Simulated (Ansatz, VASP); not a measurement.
Be: VASP beside Ansatz

The input INCAR:

```
SYSTEM = Be
ALGO = Normal ; EDIFF = 1E-6
ENCUT = 520 ; GGA = CA
ISIF = 2 ; ISMEAR = -1
LASPH = .True. ; LCHARG = .False.
LREAL = .False. ; LWAVE = .False.
NBANDS = 7 ; NELM = 60
PREC = Accurate ; SIGMA = 0.1
```

KPOINTS

```
k-points
0
Gamma
  20 20 20
  0 0 0
```

Contents of POSCAR:

```
Be
1.0
   -1.1974738058      1.1974738058      1.1974738058
    1.1974738058     -1.1974738058      1.1974738058
    1.1974738058      1.1974738058     -1.1974738058
Be
1
Direct
    0.0000000000      0.0000000000      0.0000000000
```

Input for Ansatz:

```yaml
crystal:
  lattice:
    - [-1.1974738058, 1.1974738058, 1.1974738058]
    - [1.1974738058, -1.1974738058, 1.1974738058]
    - [1.1974738058, 1.1974738058, -1.1974738058]
  atoms:
    - { symbol: Be, position: [0.0, 0.0, 0.0] }
hamiltonian:
  xc: lda
  pseudopotentials:
    kind: paw
    azcp:
      Be: "pseudopotentials/Be.paw.azcp"
basis:
  ecutwfc: 420
  fft_grid_basis: typed
kpoints:
  mp_grid: { grid: [20, 20, 20], shift: [0, 0, 0] }
magnetization:
  spin_polarized: false
scf:
  occupations: { method: fermi_dirac, width: 0.1 }
  lower_state_search: "off"
output:
  stress: true
```

Alike in both runs: task single point; functional LDA; k mesh 20 × 20 × 20; occupations fermi-dirac, width 0.1 eV; no spin polarisation.

```csv
,VASP,Ansatz
version,VASP 6.6.1,Ansatz 0.2.0
potentials or method,"VASP PAW LDA potentials, release 64 (Be)","plane waves (420 eV) with PAW, scalar-relativistic"
plane-wave cutoff (eV),520,420
valence electrons in the cell,2,2
```

Ansatz gave:

- pressure (GPa): 12.6

Question: Which values does VASP return?

Answer: Pressure (GPa): 13.1.

Ansatz warned: «pseudo_functional_mismatch».
